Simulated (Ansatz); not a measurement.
## Convergence of TiAl$_{2}$ with the k-point mesh

The calculation used Ansatz, DFT r2SCAN, scalar-relativistic, plane waves, PAW.

```cif
data_structure
_symmetry_space_group_name_H-M 'P 1'
_symmetry_Int_Tables_number 1
_cell_length_a 6.3630
_cell_length_b 6.3630
_cell_length_c 4.0315
_cell_angle_alpha 90.000
_cell_angle_beta 90.000
_cell_angle_gamma 143.748
_cell_volume 96.52
loop_
_atom_site_label
_atom_site_type_symbol
_atom_site_fract_x
_atom_site_fract_y
_atom_site_fract_z
_atom_site_occupancy
Ti1 Ti 0.64900 0.35100 0.00000 1
Ti2 Ti 0.35100 0.64900 0.00000 1
Al1 Al 0.00000 0.00000 0.00000 1
Al2 Al 0.82400 0.17600 0.50000 1
Al3 Al 0.17600 0.82400 0.50000 1
Al4 Al 0.50000 0.50000 0.50000 1
```

```json
{"plane-wave cutoff": "500 eV", "occupation rule": "Gaussian smearing, 0.1 eV", "spin treatment": "unpolarised"}
```

The atoms stay fixed while the k-point mesh is varied. ΔE is the energy extrapolated to zero smearing, less that of the reference run (16×16×16). The cell isn't necessarily relaxed at this level. The meshes are Γ-centred. Pressure is positive in compression.

Times are rough; the reference took 4.7 min on 1 thread of AMD EPYC 7R43 64-Core Processor (Zen 3) (shared host), peak memory 1.7 GiB.

```csv
mesh,ΔE (meV/atom),P (GPa),largest change of a force component (eV/Å),irreducible points,wall time (s)
1×1×1,927,-1.19,3.190,1,5.3
2×2×2,63.8,-1.68,0.437,6,7.9
4×4×4,2.68,-1.75,0.073,21,9.3
6×6×6,2.07,-1.78,0.023,52,22
8×8×6,1.21,-1.80,0.032,84,34
8×8×8,-0.13,-1.81,0.013,105,43
10×10×8,-0.16,-1.81,0.006,155,62
10×10×10,-0.29,-1.82,0.006,186,100
12×12×12,0.09,-1.82,0.004,301,160
14×14×14,-0.08,-1.82,0.003,456,270
16×16×16,0.00,-1.82,0.000,657,280
```